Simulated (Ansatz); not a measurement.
**Calculated electric field gradients for VN under strain**

The cell is an entry of the Crystallography Open Database (COD), relaxed with PBE at fixed cell and then changed (z stretched by 3 %, ions relaxed).

```yaml
crystal:
  lattice:
    - [0.00000, 2.06400, 2.12592]
    - [2.06400, 0.00000, 2.12592]
    - [2.06400, 2.06400, 0.00000]
  atoms:
    - { symbol: V, position: [0.00000, 0.00000, 0.00000] }
    - { symbol: N, position: [0.50000, 0.50000, 0.50000] }
```

Atoms are numbered from 1 in the order listed; like atoms form one site, named after its first atom.

Method: Kohn–Sham DFT in Ansatz, PBE, plane waves and PAW, scalar-relativistic, collinear spin, 420 eV cutoff, Γ-centred 19×19×19 k-points, Fermi–Dirac smearing 0.05 eV. Start moments as typed (μB): 2 on each V, none on the rest.

V_zz is the principal component of the electric field gradient with the largest magnitude, η = (V_xx − V_yy)/V_zz and C_Q = eQV_zz/h.

V-51: I = 7/2, Q = -52.00 mb; ¹⁴N: I = 1, Q = 20.44 mb. Quadrupole moments are those of Pyykkö's year-2017 table.

```tsv
site	atoms (order as listed)	first shell	V_zz (10²¹ V/m²)	η	C_Q (MHz)
V	1	6 N at 2.06–2.13 Å	2.14	0.00	-2.69
N	2	6 V at 2.06–2.13 Å	0.83	0.00	0.412
```

An axis of threefold or higher order runs through V and N, so V_zz lies along it and η is zero.

The run finds no gap above 0.1 eV (a metal, or nearly one), so the gradients can move by 10 % or more with the k-mesh. At this changed cell the PBE pressure is -10 GPa. The start moments die out, and the run ends without spin.
